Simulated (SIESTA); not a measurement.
In: single point with PBEsol

The system is In.

```xyz
1
Lattice="-1.6255 1.6255 2.4737 1.6255 -1.6255 2.4737 1.6255 1.6255 -2.4737" Properties=species:S:1:pos:R:3 pbc="T T T"
In    0.0000    0.0000    0.0000
```

| Property | Result |
| --- | --- |
| Program | SIESTA 5.4.2 |
| Task | single point |
| Functional | PBEsol |
| Potentials or basis | PseudoDojo 0.4 standard (PBEsol files) |
| Basis | DZP (energy shift 0.003 Ry; two zetas on semicore shells) |
| Grid cutoff | 500 Ry |
| Energy shift | 0.003 Ry |
| k mesh | 11 × 11 × 11 |
| Occupations | fermi-dirac, width 0.05 eV |
| Spin | no spin polarisation |

- Pressure: -0.5 GPa
- Band gap on the k mesh: none (metal or under the smearing width)

Stress tensor (GPa, compression positive):
```
-0.31  0.01 -0.01
 0.01 -0.31 -0.01
-0.01 -0.01 -1.01
```

Levels at points of the mesh, in eV from the Fermi level:
```tsv
k point	band 3	band 4	band 5	band 6	band 7	band 8	band 9	band 10
(0.00, 0.00, 0.00)	-14.54	-14.46	-14.36	-9.61	10.69	10.69	10.91	18.04
```

Run time: 43 s on 1 thread of AMD EPYC 9R45 96-Core Processor (Zen 5), with other jobs on the host, peak memory 0.28 GiB.

Caveat: the basis of atomic orbitals isn't converged, which shifts pressures, moduli and gaps.
